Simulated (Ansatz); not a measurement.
# TaC: the cost of one run

Computed with Ansatz 0.2.0 (DFT PBE, scalar-relativistic, plane waves, PAW, unless a step's input says otherwise).

**1. The starting structure**

Symmetry: Fm-3m, No. 225, cubic system. The conventional cell has a = 4.454 Å, b = 4.454 Å, c = 4.454 Å, α = 90.00°, β = 90.00°, γ = 90.00°. Ta (site symmetry m-3m) is surrounded by 6 C at 2.23 Å. C (site symmetry m-3m) is surrounded by 6 Ta at 2.23 Å.

As a file:

```cif
data_structure
_symmetry_space_group_name_H-M 'P 1'
_symmetry_Int_Tables_number 1
_cell_length_a 3.1495
_cell_length_b 3.1495
_cell_length_c 3.1495
_cell_angle_alpha 60.000
_cell_angle_beta 60.000
_cell_angle_gamma 60.000
_cell_volume 22.09
loop_
_atom_site_label
_atom_site_type_symbol
_atom_site_fract_x
_atom_site_fract_y
_atom_site_fract_z
_atom_site_occupancy
Ta1 Ta 0.00000 0.00000 0.00000 1
C1 C 0.50000 0.50000 0.50000 1
```

Source of the structure: the Crystallography Open Database.

(A quick probe on a coarse mesh, which set the mesh and smearing, is not shown.)

**3. The relaxation**

The input, input.yaml:

```yaml
crystal:
  lattice:
    - [0.0, 2.226998583, 2.226998583]
    - [2.226998583, 0.0, 2.226998583]
    - [2.226998583, 2.226998583, 0.0]
  atoms:
    - { symbol: Ta, position: [0.0, 0.0, 0.0] }
    - { symbol: C, position: [0.5, 0.5, 0.5] }
basis:
  ecutwfc: 420
kpoints:
  mp_grid: { grid: [16, 16, 16] }
hamiltonian:
  xc: pbe
scf:
  occupations: { method: gaussian, width: 0.1 }
output:
  forces: true
  stress: true
  eigenvalues: true
  write_density: true
  write_potential: true
  elf: true
  volumetric_format: npy
relax:
  adjacent_minimum: "off"
  f_tol: 0.005
  max_steps: 80
  cell: { stress_tol: 0.05 }
```

On the command line:

```console
$ ansatz run input.yaml --threads 2 --pin off --max-ram 5632MiB --backend cpu --events-out ev --progress --plain --runs-dir out
```

Q: Estimate wall time and peak memory on 2 threads of Arm Neoverse V1, shared host.

About 9.1 s, with a peak of 0.34 GiB.
